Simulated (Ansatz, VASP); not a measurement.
## Hf in VASP and in Ansatz

```
Hf
1.0
     3.15702    0.00000    0.00000
    -1.57851    2.73406    0.00000
     0.00000    0.00000    5.01344
Hf
2
Cartesian
  0.0000 1.8227 1.2534
  1.5785 0.9114 3.7601
```

Alike in both runs: functional PBEsol; k mesh 15 × 15 × 8; occupations fermi-dirac, width 0.15 eV; no spin polarisation.

Ansatz relaxed the structure, and its values are those at the end. VASP's run is a single point on that final structure, the one shown.

```csv
,VASP,Ansatz
version,VASP 6.6.1,Ansatz 0.2.0
potentials or method,"VASP PAW PBE potentials, release 64 (Hf_pv)","scalar-relativistic, plane waves, PAW"
plane-wave cutoff (eV),520,420
valence electrons in the cell,20,52
```

Ansatz gave:

| Item | Value |
| --- | --- |
| gap on the k mesh at the Fermi level (eV) | none |
| pressure (GPa) | 0.0 |

Estimate VASP's values.

gap on the k mesh at the Fermi level (eV): none; pressure (GPa): -0.4.

A gap of «none» marks a metal or a gap that the smearing closes. The two sets of potentials don't hold the same shells in valence.

Caveats: the PAW data sets were made with another functional, which shifts forces and pressure a little (VASP). Spin-orbit coupling is left out, which matters for the levels of Hf.
